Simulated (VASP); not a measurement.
Input of a VASP 6.6.1 run:

Contents of INCAR:

```
PREC = Accurate
ENCUT = 520
EDIFF = 1E-7
ISMEAR = -1
SIGMA = 0.05
LREAL = F
LASPH = T
NELM = 100
ALGO = Normal
ISIF = 2
LWAVE = F
LCHARG = F
GGA = PS
NBANDS = 26
```

Contents of KPOINTS:

```
regular mesh
0
Gamma
  7 7 4
```

Contents of POSCAR:

```
CuI
1.0
    4.0901961900      0.0000000000      0.0000000000
    0.0000000000      4.0901961900      0.0000000000
    0.0000000000      0.0000000000      6.5514580400
I Cu
2 2
Direct
    0.0000000000      0.5000000000      0.7430343600
    0.5000000000      0.0000000000      0.2569656400
    0.0000000000      0.0000000000      0.0000000000
    0.5000000000      0.5000000000      0.0000000000
```

Potentials or basis: VASP PAW PBE potentials, release 64 (I, Cu).

Launch:

```bash
$ cat potpaw_PBE.64/I/POTCAR potpaw_PBE.64/Cu/POTCAR > POTCAR
$ mpirun -np 1 vasp_std > vasp.out
```

Task: Estimate the band gap on the k mesh.

Result: 1.50 eV, direct.

Task: Predict the largest force.

Result: 0.214 eV/Å.

Task: What does it give for the pressure?

Result: -1.6 GPa.

Stress tensor (GPa, compression positive):
```
-1.70  0.00  0.00
 0.00 -1.70  0.00
 0.00  0.00 -1.31
```

Caveat: the PAW data sets were made with another functional, which shifts forces and pressure a little; spin-orbit coupling is left out, which moves the levels of the heavy elements; this functional lacks dispersion, which binds the layers, so the pressure and a relaxed spacing across them are unreliable. Expect the measured gap to be larger: semilocal functionals such as PBEsol lack the derivative discontinuity.
